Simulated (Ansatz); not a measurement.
Au:

```
Au
1.0
    -1.65727    1.65727    1.65727
     1.65727   -1.65727    1.65727
     1.65727    1.65727   -1.65727
Au
1
Direct
  0.00000 0.00000 0.00000
```

This isn't the form of Au at room conditions, which is fcc.

- Program: Ansatz 0.2.0
- Task: relaxation of cell and atoms
- Functional: r2SCAN
- Potentials or basis: Ansatz PAW
- Cutoff: 500 eV (not typed: the program's choice for these potentials)
- k mesh: 11 × 11 × 11
- Occupations: fermi-dirac, width 0.05 eV
- Spin: no spin polarisation

At the start: volume 18.21 Å³/atom.

Question: How do energy, volume and symmetry change on relaxing?

Answer: It ends after 4 steps and the volume is 17.67 Å³/atom (-3.0 %); space group Im-3m (No. 229, to 0.05 Å).

Step by step:
| step | energy change (eV) | largest force (eV/Å) | volume (Å³) |
| --- | --- | --- | --- |
| 1 | 0.0000 | 0.0000 | 18.21 |
| 2 | -0.0074 | 0.0000 | 17.73 |
| 3 | -0.0075 | 0.0000 | 17.67 |
| 4 | -0.0073 | 0.0000 | 17.67 |

Final structure:
```
Au
1.0
    -1.64067    1.64067    1.64067
     1.64067   -1.64067    1.64067
     1.64067    1.64067   -1.64067
Au
1
Direct
  0.00000 0.00000 0.00000
```

Caveat: the plane-wave basis is chosen anew once the cell has moved, so the energies of steps on either side of that aren't comparable; the PAW data sets come from PBE, with cores solved anew for the run's functional, which leaves a small shift of forces and pressure.
